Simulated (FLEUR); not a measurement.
# TiTe (P6_3/mmc) in FLEUR: further runs

The runs below take TiTe through single point, with PBEsol+U.

All numbers are computed with FLEUR MaX-R8.1 (later development tree); they aren't measurements. Logs are shortened: lines on timing, memory, paths and dates and some standing lists are left out, and cuts for length are marked.

### 1 Starting point

The structure is hexagonal, space group P6_3/mmc (No. 194). Conventional cell: a = 3.842 Å, b = 3.842 Å, c = 6.403 Å, α = 90.00°, β = 90.00°, γ = 120.00°. Te (site symmetry -6m2) is surrounded by 6 Ti at 2.74 Å. Ti (site symmetry -3m) is surrounded by 6 Te at 2.74 Å.

### 2 Single point, PBEsol+U

Input file inp.xml:

```xml
<?xml version="1.0" encoding="UTF-8" standalone="no"?>
<fleurInput fleurInputVersion="0.39">
   <comment>
      TiTe                                                                                                
   </comment>
   <calculationSetup>
      <cutoffs Kmax="4.26" Gmax="13.2" GmaxXC="13.2" numbands="0"/>
      <scfLoop itmax="100" minDistance="0.0002" maxIterBroyd="50" imix="Anderson" alpha="0.05" precondParam="0.0" spinf="2.0" sdNocoIR="T"/>
      <coreElectrons ctail="T" frcor="F" kcrel="0" coretail_lmax="0"/>
      <xcFunctional name="PBEs" relativisticCorrections="F"/>
      <magnetism jspins="1"/>
      <soc l_soc="F" theta="0.0" phi="0.0" spav="F"/>
      <expertModes spex="0" secvar="F"/>
      <geometryOptimization l_f="F" forcealpha="1.0" forcemix="BFGS" epsdisp="0.00001" epsforce="0.00001"/>
      <ldaU l_linMix="F" mixParam="0.05" spinf="1.0"/>
   </calculationSetup>
   <cell>
      <bzIntegration valenceElectrons="68.0" mode="hist" fermiSmearingEnergy="0.00183747">
         <kPointListSelection listName="default-1"/>
         <!-- k-points included here -->
         <xi:include xmlns:xi="http://www.w3.org/2001/XInclude" href="kpts.xml"> </xi:include>
      </bzIntegration>
      <!-- symmetry operations included here -->
      <xi:include xmlns:xi="http://www.w3.org/2001/XInclude" href="sym.xml"> </xi:include>
      <bulkLattice scale="1.0">
         <bravaisMatrix>
            <row-1>    7.2603277707132001     0.0000000000000000     0.0000000000000000</row-1>
            <row-2>   -3.6301638853566001     6.2876282891640356     0.0000000000000000</row-2>
            <row-3>    0.0000000000000000     0.0000000000000000    12.0999163758137982</row-3>
         </bravaisMatrix>
      </bulkLattice>
   </cell>
   <atomSpecies>
[... 18 lines left out ...]
         <mtSphere radius="2.3" gridPoints="771" logIncrement="0.016"/>
         <atomicCutoffs lmax="9" lnonsphr="9"/>
         <electronConfig flipSpins="F">
            <coreConfig>(1s1/2) (2s1/2) (2p1/2) (2p3/2)</coreConfig>
            <valenceConfig>(3s1/2) (3p1/2) (3p3/2) (4s1/2) (3d3/2) (3d5/2)</valenceConfig>
            <stateOccupation state="(3d3/2)" spinUp="0.400000" spinDown="0.400000"/>
            <stateOccupation state="(3d5/2)" spinUp="0.600000" spinDown="0.600000"/>
         </electronConfig>
         <energyParameters s="4" p="4" d="3" f="4"/>
         <ldaU l="2" U="3" J="0.0" l_amf="F"/>
         <lo type="SCLO" l="0" n="3" eDeriv="0"/>
         <lo type="SCLO" l="1" n="3" eDeriv="0"/>
         <lo type="SCLO" l="1" n="3" eDeriv="1"/>
         <lo type="SCLO" l="3" n="4" eDeriv="2"/>
      </species>
   </atomSpecies>
   <atomGroups>
      <atomGroup species="Tellurium (Te)">
         <relPos label="                   1">-1.000/3.000 1.000/3.000 -1.000/4.000</relPos>
         <relPos label="                   2">1.000/3.000 -1.000/3.000 1.000/4.000</relPos>
         <force calculate="T" relaxXYZ="TTT"/>
      </atomGroup>
      <atomGroup species="Titanium (Ti)">
         <relPos label="                   3">.0000000000 .0000000000 1.000/2.000</relPos>
         <relPos label="                   4">.0000000000 .0000000000 .0000000000</relPos>
         <force calculate="T" relaxXYZ="TTT"/>
      </atomGroup>
   </atomGroups>
   <output dos="F" band="F" slice="F">
      <checks vchk="F" cdinf="F"/>
      <bandDOS minEnergy="-.5*Htr" maxEnergy="0.5*Htr" sigma="0.015" storeEVData="T"/>
      <vacuumDOS vacdos="F" integ="F" star="F" nstars="0" locx1="0.0" locy1="0.0" locx2="0.0" locy2="0.0" nstm="0" tworkf="0.0"/>
      <unfoldingBand unfoldBand="F" supercellX="1" supercellY="1" supercellZ="1"/>
      <plotting iplot="0" polar="F">
         <plot TwoD="T" vec1="  1.0  0.0  0.0" vec2="  0.0  1.0  0.0" vec3="  0.0  0.0  1.0" zero="  0.0  0.0  0.0" file="plot"/>
      </plotting>
      <chargeDensitySlicing numkpt="0" minEigenval="0.0" maxEigenval="0.0" nnne="0" pallst="F"/>
      <specialOutput eonly="F"/>
      <moessbauerParams electricFieldGradient="T" isomerShift="T" coreHyperfine="T" valenceHyperfine="T"/>
      <magneticCircularDichroism mcd="F" energyLo="-10.0" energyUp="0.0"/>
   </output>
  <!-- We include the file relax.xml here to enable relaxations (see documentation) -->
  <xi:include xmlns:xi="http://www.w3.org/2001/XInclude" href="relax.xml"> <xi:fallback/> </xi:include>
</fleurInput>
```

Input file crystal.txt:

```
TiTe
&input cartesian=F /
3.8420000000  0.0000000000  0.0000000000
-1.9210000000  3.3272696013  0.0000000000
0.0000000000  0.0000000000  6.4030000000
1.8897261246
1.0 1.0 1.0

4
52 0.6666666666  0.3333333332  0.7500000000
52 0.3333333332  0.6666666666  0.2500000000
22 -0.0000000001  -0.0000000001  0.5000000000
22 -0.0000000001  -0.0000000001  0.0000000000

&kpt div1=6 div2=6 div3=3 gamma=T /
```

Potentials or basis: all-electron, FLAPW.

Command:

```
$ inpgen -f crystal.txt -profile fastHighL
$ # inp.xml edited to the form shown
$ fleur_MPI
```

Log:

```text
Welcome to FLEUR        (www.flapw.de)
      MaX-Release 8.1          (www.max-centre.eu)

 ========== k-point set info ==========
 Selected k-point list: default-1
 k-point list type: mesh
 6 x 6 x 3
 Number of k points: 14

 ------------Calculation Setup---------------------------
 Number of MPI-tasks      :            1
 Number of PE/node        :            1
 Number of OMP-threads    :            1
 Most efficient MPI parallelization for:
           1           2           7          14
 Additional eigenvalue parallelization possible
 Number of basis functions:          903
 Approximate size of matrices (H+S) per k-point:         0.012 GB
 --------------------------------------------------------
 no density matrix found ... skipping LDA+U
 Reset of history
 Iteration:     1   Distance:       6.46472150 me/bohr^3
 Iteration:     2   Distance:       6.15650509 me/bohr^3
 Iteration:     3   Distance:       5.69520376 me/bohr^3
 Iteration:     4   Distance:       2.39341136 me/bohr^3
 Iteration:     5   Distance:       1.47909899 me/bohr^3
 Iteration:     6   Distance:       1.41934164 me/bohr^3
 Iteration:     7   Distance:       0.38487633 me/bohr^3
 Iteration:     8   Distance:       0.29289520 me/bohr^3
 Iteration:     9   Distance:       0.06350584 me/bohr^3
 Iteration:    10   Distance:       0.04873194 me/bohr^3
 Iteration:    11   Distance:       0.04257429 me/bohr^3
 Iteration:    12   Distance:       0.00585716 me/bohr^3
 Iteration:    13   Distance:       0.00561864 me/bohr^3
 Iteration:    14   Distance:       0.00154068 me/bohr^3
 Iteration:    15   Distance:       0.00042579 me/bohr^3
 Iteration:    16   Distance:       0.00018909 me/bohr^3

 ********************************************************************
 Run finished successfully
 Stop message:
   all done
 ********************************************************************
```

Run time: 76 s. Hardware: 1 thread of Arm Neoverse V2, shared host; peak memory 0.09 GiB.

What came out:

```yaml
Free_energy: -416159.3795 eV
Band_gap_on_the_k_mesh: none (metal or under the smearing width)
Valence_electrons_inside_the_program's_atomic_spheres: Te 19.69; Ti 10.16 (radii Te 2.44, Ti 2.3 bohr)
```

Eigenvalues of the final occupation matrices:
```tsv
site	spin	trace	eigenvalues
atom type 2	1	1.91	0.33 0.33 0.40 0.43 0.43
```

Core levels (eV from the Fermi level):
| atom | levels |
| --- | --- |
| 1 Te | 1s1/2 -31587.7, 2s1/2 -4839.5, 2p1/2 -4534.6, 2p3/2 -4260.4, 3s1/2 -959.8, 3p1/2 -834.4, 3p3/2 -783.3, 4s1/2 -160.1, 3d3/2 -562.0, 3d5/2 -551.3 |
| 2 Te | 1s1/2 -31587.7, 2s1/2 -4839.5, 2p1/2 -4534.6, 2p3/2 -4260.4, 3s1/2 -959.8, 3p1/2 -834.4, 3p3/2 -783.3, 4s1/2 -160.1, 3d3/2 -562.0, 3d5/2 -551.3 |
| 3 Ti | 1s1/2 -4857.7, 2s1/2 -531.8, 2p1/2 -443.3, 2p3/2 -437.6 |
| 4 Ti | 1s1/2 -4857.7, 2s1/2 -531.8, 2p1/2 -443.3, 2p3/2 -437.6 |

Caveat: U without spin polarisation on a metal has little footing; the U is typed as a test and isn't derived for this compound.

### 3 Single point, PBEsol+U

Changes to inp.xml since step 2:

```diff
@@ -60,3 +60,3 @@
          <energyParameters s="4" p="4" d="3" f="4"/>
-         <ldaU l="2" U="3" J="0.0" l_amf="F"/>
+         <ldaU l="2" U="4" J="0.0" l_amf="F"/>
          <lo type="SCLO" l="0" n="3" eDeriv="0"/>
```

crystal.txt is that of step 2.

Potentials or basis: all-electron, FLAPW.

Command:

```
$ inpgen -f crystal.txt -profile fastHighL
$ # inp.xml edited to the form shown
$ fleur_MPI
```

Log:

```text
Welcome to FLEUR        (www.flapw.de)
      MaX-Release 8.1          (www.max-centre.eu)

 ========== k-point set info ==========
 Selected k-point list: default-1
 k-point list type: mesh
 6 x 6 x 3
 Number of k points: 14

 ------------Calculation Setup---------------------------
 Number of MPI-tasks      :            1
 Number of PE/node        :            1
 Number of OMP-threads    :            1
 Most efficient MPI parallelization for:
           1           2           7          14
 Additional eigenvalue parallelization possible
 Number of basis functions:          903
 Approximate size of matrices (H+S) per k-point:         0.012 GB
 --------------------------------------------------------
 no density matrix found ... skipping LDA+U
 Reset of history
 Iteration:     1   Distance:       6.46472150 me/bohr^3
 Iteration:     2   Distance:       6.52971816 me/bohr^3
 Iteration:     3   Distance:       5.98606765 me/bohr^3
 Iteration:     4   Distance:       2.88881542 me/bohr^3
 Iteration:     5   Distance:       1.91553943 me/bohr^3
 Iteration:     6   Distance:       1.91027259 me/bohr^3
 Iteration:     7   Distance:       0.53962509 me/bohr^3
 Iteration:     8   Distance:       0.46598118 me/bohr^3
 Iteration:     9   Distance:       0.07364217 me/bohr^3
 Iteration:    10   Distance:       0.07069316 me/bohr^3
 Iteration:    11   Distance:       0.02881644 me/bohr^3
 Iteration:    12   Distance:       0.01379340 me/bohr^3
 Iteration:    13   Distance:       0.01163615 me/bohr^3
 Iteration:    14   Distance:       0.00288955 me/bohr^3
 Iteration:    15   Distance:       0.00139574 me/bohr^3
 Iteration:    16   Distance:       0.00049688 me/bohr^3
 Iteration:    17   Distance:       0.00014727 me/bohr^3

 ********************************************************************
 Run finished successfully
 Stop message:
   all done
 ********************************************************************
```

Wall time 80 s (1 thread of Arm Neoverse V2, shared host); peak memory 0.09 GiB.

Results:

- Free energy: -416157.8505 eV
- Band gap on the k mesh: none (metal or under the smearing width)
- Valence electrons inside the program's atomic spheres: Te 19.70; Ti 10.14 (radii Te 2.44, Ti 2.3 bohr)

Levels at points of the mesh, in eV from the Fermi level:
| k point | band 31 | band 32 | band 33 | band 34 | band 35 | band 36 | band 37 | band 38 |
| --- | --- | --- | --- | --- | --- | --- | --- | --- |
| (0.00, 0.00, 0.00) | -1.29 | -1.09 | -1.09 | -0.57 | -0.57 | -0.28 | -0.28 | 1.02 |
| (0.00, 0.50, 0.00) | -3.89 | -3.28 | -1.96 | -0.10 | 0.75 | 0.84 | 0.89 | 1.23 |

Eigenvalues of the final occupation matrices:
| site | spin | trace | eigenvalues |
| --- | --- | --- | --- |
| atom type 2 | 1 | 1.88 | 0.31 0.31 0.39 0.43 0.43 |

Core levels (eV from the Fermi level):
```tsv
atom	levels
1 Te	1s1/2 -31587.7, 2s1/2 -4839.6, 2p1/2 -4534.7, 2p3/2 -4260.4, 3s1/2 -959.8, 3p1/2 -834.5, 3p3/2 -783.3, 4s1/2 -160.2, 3d3/2 -562.0, 3d5/2 -551.3
2 Te	1s1/2 -31587.7, 2s1/2 -4839.6, 2p1/2 -4534.7, 2p3/2 -4260.4, 3s1/2 -959.8, 3p1/2 -834.5, 3p3/2 -783.3, 4s1/2 -160.2, 3d3/2 -562.0, 3d5/2 -551.3
3 Ti	1s1/2 -4858.0, 2s1/2 -532.1, 2p1/2 -443.7, 2p3/2 -437.9
4 Ti	1s1/2 -4858.0, 2s1/2 -532.1, 2p1/2 -443.7, 2p3/2 -437.9
```

Caveat: U without spin polarisation on a metal has little footing; the U is typed as a test and isn't derived for this compound.
